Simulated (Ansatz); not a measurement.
# Pressure against volume: BeSe

```cif
data_structure
_symmetry_space_group_name_H-M 'F-43m'
_symmetry_Int_Tables_number 216
_cell_length_a 5.0700
_cell_length_b 5.0700
_cell_length_c 5.0700
_cell_angle_alpha 90.000
_cell_angle_beta 90.000
_cell_angle_gamma 90.000
_cell_volume 130.32
loop_
_atom_site_label
_atom_site_type_symbol
_atom_site_symmetry_multiplicity
_atom_site_Wyckoff_symbol
_atom_site_fract_x
_atom_site_fract_y
_atom_site_fract_z
_atom_site_occupancy
Be1 Be 4 a 0.00000 0.00000 0.00000 1
Se1 Se 4 c 0.25000 0.25000 0.25000 1
```

The runs use the primitive cell with vectors (0.000, 2.535, 2.535), (2.535, 0.000, 2.535), (2.535, 2.535, 0.000) Å, to which the k mesh refers.

The cell comes from COD entry 9008837, which wasn't checked; take it as a given geometry. It differs from other determinations.

Methods: DFT, PBE, all-electron LAPW, scalar-relativistic (Ansatz 0.2.0); DFT, PBE, PAW with Ansatz's default frozen-core files, scalar-relativistic (Ansatz 0.2.0).

For LAPW: a Γ-centred 10×10×10 k mesh, Fermi–Dirac smearing of 0.02 eV, basis error target 1 meV/atom, no spin polarisation. PAW takes a cutoff of 420 eV at this cell. The Ansatz runs share mesh, smearing and spin set-up. Plane-wave (PAW) pressures include the program's estimate of the Pulay term.

The cell above is scaled evenly, with fractional coordinates and shape held.

| V/V(cell) | V (Å³/atom) | P, LAPW (GPa) | P, PAW (GPa) | gap on the k mesh, LAPW (eV) | free energy over the lowest listed, PAW (meV/atom) |
| --- | --- | --- | --- | --- | --- |
| 0.9500 | 15.476 | 10.71 | 10.73 | 2.41 | 56.4 |
| 0.9750 | 15.883 | 7.87 | 7.89 | 2.47 | 32.8 |
| 1.0000 | 16.290 | 5.35 | 5.36 | 2.54 | 16.0 |
| 1.0250 | 16.698 | 3.10 | 3.11 | 2.59 | 5.3 |
| 1.0500 | 17.105 | 1.10 | 1.11 | 2.64 | 0.0 |
